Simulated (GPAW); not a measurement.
Crystal: ZnO (zincite).

```
CELL_PARAMETERS angstrom
3.24931 0.00000 0.00000
-1.62465 2.81398 0.00000
0.00000 0.00000 5.20571
ATOMIC_POSITIONS crystal
Zn 0.66667 0.33333 0.00000
Zn 0.33333 0.66667 0.50000
O 0.33333 0.66667 0.87901
O 0.66667 0.33333 0.37901
```

- Program: GPAW 26.7.0
- Task: relaxation of cell and atoms
- Functional: PBEsol
- Dispersion: D3
- Potentials or basis: PAW data sets generated in the run's folder for this functional
- Cutoff: 800 eV
- Basis: pw
- k mesh: 6 × 6 × 4
- Occupations: fermi-dirac, width 0.05 eV
- Spin: no spin polarisation

At the start: pressure -3.0 GPa; volume 11.90 Å³/atom.

Task: Where does the relaxation end?

Result: Over 5 steps the energy falls by 2.4 meV/atom and the volume is 11.65 Å³/atom (-2.1 %); space group P6_3mc (No. 186, to 0.05 Å).

Step by step:
```
step  energy change (eV)  largest force (eV/Å)  pressure (GPa)  volume (Å³)
   1              0.0000                0.0637           -2.96        47.60
   2             -0.0022                0.0486           -2.65        47.49
   3             -0.0094                0.0531           -0.21        46.66
   4             -0.0095                0.0420           -0.21        46.66
   5             -0.0098                0.0017           -0.01        46.59
```

Final structure:
```
CELL_PARAMETERS angstrom
3.22292 0.00000 0.00000
-1.61146 2.79113 0.00000
0.00000 0.00000 5.17926
ATOMIC_POSITIONS crystal
Zn 0.66667 0.33333 0.99943
Zn 0.33333 0.66667 0.49943
O 0.33333 0.66667 0.87958
O 0.66667 0.33333 0.37958
```

Caveat: later steps reuse the first step's grids.
